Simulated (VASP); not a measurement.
# Ga (P2_1/m) in VASP: notebook

Runs on Ga. Level: r2SCAN. Tasks: single point.

Program: VASP 6.6.1. These are calculated values, not measurements. Logs are shortened: lines on timing, memory, paths and dates and some standing lists are left out, and cuts for length are marked.

**1. The structure**

The structure is monoclinic, space group P2_1/m (No. 11). The conventional cell has a = 2.778 Å, b = 3.282 Å, c = 4.210 Å, α = 90.00°, β = 108.61°, γ = 90.00°. Around Ga (site symmetry m) lie 8 Ga at 2.71 to 2.84 Å.

This isn't the form of Ga at room conditions, which is orthorhombic.

**2. Single point, r2SCAN**

INCAR reads:

```
SYSTEM = Ga
PREC = Accurate ; ENCUT = 400
EDIFF = 0.001 ; ISMEAR = -1
SIGMA = 0.2 ; LREAL = .FALSE.
LASPH = .TRUE. ; NELM = 100
ALGO = Normal ; ISIF = 2
LWAVE = .FALSE. ; LCHARG = .FALSE.
METAGGA = R2SCAN ; LMIXTAU = .TRUE.
ADDGRID = .FALSE.
```

KPOINTS reads:

```
Automatic mesh
0
G
  7 6 5
  0 0 0
```

POSCAR reads:

```
Ga
1.0
    2.7784220849      0.0000000000      0.0000000000
    0.0000000000      3.2816087900      0.0000000000
   -1.3434310986      0.0000000000      3.9902731763
Ga
2
Direct
    0.1345962700      0.7500000000      0.7701668300
    0.8654037300      0.2500000000      0.2298331700
```

Potentials or basis: VASP PAW PBE potentials, release 64 (Ga_d).

Started as:

```
$ cat potpaw_PBE.64/Ga_d/POTCAR > POTCAR
$ mpirun -np 1 vasp_std > vasp.out
```

OUTCAR:

```text
SYSTEM = Ga
   PREC = Accurate
   ENCUT = 400
   EDIFF = 0.001
   ISMEAR = -1
   LREAL = .FALSE.
   LASPH = .TRUE.
   NELM = 100
   ISIF = 2
   METAGGA = R2SCAN

 Found     72 irreducible k-points:

 Following reciprocal coordinates:
            Coordinates               Weight
  0.000000  0.000000  0.000000      1.000000
  0.142857  0.000000 -0.000000      2.000000
  0.285714  0.000000 -0.000000      2.000000
  0.428571  0.000000 -0.000000      2.000000
  0.000000  0.166667  0.000000      2.000000
  0.142857  0.166667 -0.000000      4.000000
   k-points           NKPTS =     72   k-points in BZ     NKDIM =     72   number of bands    NBANDS=     17
   number of dos      NEDOS =    301   number of ions     NIONS =      2
   total plane-waves  NPLWV =  12096
   dimension x,y,z NGX =    18 NGY =   24 NGZ =   28
   dimension x,y,z NGXF=    36 NGYF=   48 NGZF=   56
   ions per type =               2
   NGX,Y,Z   is equivalent  to a cutoff of  10.77, 12.16, 11.06 a.u.
   NGXF,Y,Z  is equivalent  to a cutoff of  21.54, 24.32, 22.11 a.u.
 SYSTEM =  Ga
   PREC   = accura    normal or accurate (medium, high low for compatibility)
   ISTART =      0    job   : 0-new  1-cont  2-samecut
   ICHARG =      2    charge: 1-file 2-atom 10-const
   ISPIN  =      1    spin polarized calculation?
   LNONCOLLINEAR =      F non collinear calculations
   LSORBIT =      F    spin-orbit coupling
   LASPH  =      T    aspherical Exc in radial PAW
   ENCUT  =  400.0 eV  29.40 Ry    5.42 a.u.   4.53  5.35  6.87*2*pi/ulx,y,z
   NELM   =    100;   NELMIN=  2; NELMDL= -5     # of ELM steps
   EDIFF  = 0.1E-02   stopping-criterion for ELM
   LREAL  =      F    real-space projection
   EDIFFG = 0.1E-01   stopping-criterion for IOM
   NSW    =      0    number of steps for IOM
   IBRION =     -1    ionic relax: 0-MD 1-quasi-New 2-CG
   NFREE  =      0    steps in history (QN), initial steepest desc. (CG)
   ISIF   =      2    stress and relaxation
   ISYM   =      2    0-nonsym 1-usesym 2-fastsym
   POTIM  = 0.5000    time-step for ionic-motion
   TEBEG  =    0.0;   TEEND  =   0.0 temperature during run
   PSTRESS=    0.0 pullay stress
   NELECT =      26.0000    total number of electrons
   NUPDOWN=      -1.0000    fix difference up-down
   EMIN   =  10.00;   EMAX   =-10.00  energy-range for DOS
   EFERMI =   0.00;   METHOD = LEGACY
   ISMEAR =    -1;   SIGMA  =   0.20  broadening in eV -4-tet -1-fermi 0-gaus
   EFERMI_NEDOS =   21; number of points for ismear=-14 and -15
   IALGO  =     38    algorithm
   IMIX   =      4    mixing-type and parameters
     AMIX     =   0.40;   BMIX     =  1.00
     AMIX_MAG =   1.60;   BMIX_MAG =  1.00
  volume/ion in A,a.u.               =      18.19       122.76
  Fermi-wavevector in a.u.,A,eV,Ry     =   1.463648  2.765894 29.147302  2.142266
  Thomas-Fermi vector in A             =   2.579718
   LORBIT       =      0    0 simple, 1 ext, 2 COOP (PROOUT), +10 PAW based schemes
   METAGGA = R2SCAN    functional components
   LHFCALC =     F    Hartree Fock is set to
   AEXX    =    0.0000 exact exchange contribution
   IVDW    =     0    specifies the selected vdW correction
   LEPSILON=     F    determine dielectric tensor
   LRPA    =     F    only Hartree local field effects (RPA)
 non-spin polarized calculation
  energy-cutoff  :      400.00
  volume of cell :       36.38
 maximum number of plane-waves:       672
 NGX is ok and might be reduce to    18
   NGX =  9   NGY = 11   NGZ = 13

 number of electron      26.0000017 magnetization

 Free energy of the ion-electron system (eV)
  ---------------------------------------------------
  ext. energy  EPLUGINS =         0.00000000
  ---------------------------------------------------
  free energy    TOTEN  =       -22.72543250 eV

  energy without entropy =      -22.62287639  energy(sigma->0) =      -22.67415444

 E-fermi :   5.7952     XC(G=0): -12.2665

 val. band max:        5.7785187063   @ k =  -0.2857   0.1667   0.4000
 cond. band min:       5.8165244320   @ k =  -0.1429   0.3333   0.4000
 fundamental gap:      0.0380057257
 Fermi energy:         5.7952142089

 k-point     1 :       0.0000    0.0000    0.0000
  band No.  band energies     occupation
      1     -10.0059      2.00000
      2      -9.9936      2.00000
      3      -9.9330      2.00000
      4      -9.9251      2.00000
      5      -9.6536      2.00000
      6      -9.6526      2.00000
[... 9 lines left out ...]
     16      15.4475      0.00000
     17      16.6691      0.00000

 k-point     2 :       0.1429    0.0000   -0.0000
  band No.  band energies     occupation
      1      -9.9787      2.00000
      2      -9.9733      2.00000
      3      -9.8989      2.00000
      4      -9.8438      2.00000
      5      -9.6895      2.00000
      6      -9.6815      2.00000
[... 9 lines left out ...]
     16      12.2009      0.00000
     17      13.2015      0.00000

 k-point     3 :       0.2857    0.0000   -0.0000
  band No.  band energies     occupation
      1      -9.9491      2.00000
      2      -9.9204      2.00000
      3      -9.8248      2.00000
      4      -9.7896      2.00000
      5      -9.7729      2.00000
      6      -9.6585      2.00000
[... 9 lines left out ...]
     16       9.8398      0.00000
     17      13.5362      0.00000

 k-point     4 :       0.4286    0.0000   -0.0000
  band No.  band energies     occupation
      1      -9.9308      2.00000
      2      -9.9196      2.00000
      3      -9.8451      2.00000
      4      -9.8248      2.00000
      5      -9.8012      2.00000
      6      -9.6694      2.00000
[... 9 lines left out ...]
     16      11.7279      0.00000
     17      15.5144      0.00000

 k-point     5 :       0.0000    0.1667    0.0000
  band No.  band energies     occupation
      1     -10.0203      2.00000
      2      -9.9537      2.00000
      3      -9.9277      2.00000
      4      -9.8840      2.00000
      5      -9.6954      2.00000
      6      -9.6912      2.00000
[... 9 lines left out ...]
     16      14.4895      0.00000
     17      15.2984      0.00000

 k-point     6 :       0.1429    0.1667   -0.0000
  band No.  band energies     occupation
      1      -9.9904      2.00000
      2      -9.9263      2.00000
      3      -9.8843      2.00000
      4      -9.8276      2.00000
      5      -9.7463      2.00000
      6      -9.7030      2.00000
[... 9 lines left out ...]
     16      13.0860      0.00000
     17      14.0961      0.00000

 [... further k-points ...]

------------------------ aborting loop because EDIFF is reached ----------------------------------------

  FORCE on cell =-STRESS in cart. coord.  units (eV):
  Direction    XX          YY          ZZ          XY          YZ          ZX
  --------------------------------------------------------------------------------------
  -------------------------------------------------------------------------------------
  Total        0.9733569      1.2142438      0.5717932      0.0000000      0.0000000     -0.0558607
  in kB       42.8642293     53.4722946     25.1803589      0.0000000      0.0000000     -2.4599664
  external PRESSURE =      40.5056276 kB  Pullay stress =       0.0000000 kB

 VOLUME and BASIS-vectors are now :
 -----------------------------------------------------------------------------
  energy-cutoff  :      400.00
  volume of cell :       36.38
      direct lattice vectors                 reciprocal lattice vectors
     2.778422085  0.000000000  0.000000000     0.359916517  0.000000000  0.121175424
     0.000000000  3.281608790  0.000000000     0.000000000  0.304728584  0.000000000
    -1.343431099  0.000000000  3.990273176     0.000000000  0.000000000  0.250609408

 POSITION                                       TOTAL-FORCE (eV/Angst)
 -----------------------------------------------------------------------------------
     -0.66070      2.46121      3.07318        -0.011110      0.000000     -0.109993
      2.09569      0.82040      0.91710         0.011110      0.000000      0.109993
 -----------------------------------------------------------------------------------
    total drift:                               -0.000000     -0.000000      0.000000

  FREE ENERGIE OF THE ION-ELECTRON SYSTEM (eV)
  ---------------------------------------------------
  free  energy   TOTEN  =       -22.7254324968 eV

  energy  without entropy=      -22.6228763877  energy(sigma->0) =      -22.67415444
```

It took 36 s on 1 thread of Intel Xeon 6975P-C (Granite Rapids), shared host; peak memory 0.15 GiB.

The run converged, but some of its settings lie outside the range that counts as converged, so its numbers aren't taken as properties of the crystal.

What came out:

```
Free energy            : -22.7254 eV
Pressure               : 4.1 GPa
Largest force          : 0.111 eV/Å
Band gap on the k mesh : none (metal or under the smearing width)
```

Caveat: the PAW data sets were made with another functional, which shifts forces and pressure a little.

**3. Single point, r2SCAN**

Changes to INCAR since step 2:

```diff
@@ -2,3 +2,3 @@
 PREC = Accurate ; ENCUT = 400
-EDIFF = 0.001 ; ISMEAR = -1
+EDIFF = 1E-4 ; ISMEAR = -1
 SIGMA = 0.2 ; LREAL = .FALSE.
```

KPOINTS is that of step 2.

POSCAR is that of step 2.

Potentials or basis: VASP PAW PBE potentials, release 64 (Ga_d).

Started as:

```
$ cat potpaw_PBE.64/Ga_d/POTCAR > POTCAR
$ mpirun -np 1 vasp_std > vasp.out
```

Wall time 45 s (1 thread of Intel Xeon 6975P-C (Granite Rapids), shared host); peak memory 0.15 GiB.

These settings aren't checked as converged: the numbers below hold their error.

Results:

```
Free energy            : -22.7260 eV
Pressure               : 0.3 GPa
Largest force          : 0.115 eV/Å
Band gap on the k mesh : none (metal or under the smearing width)
```

Caveat: the PAW data sets were made with another functional, which shifts forces and pressure a little.
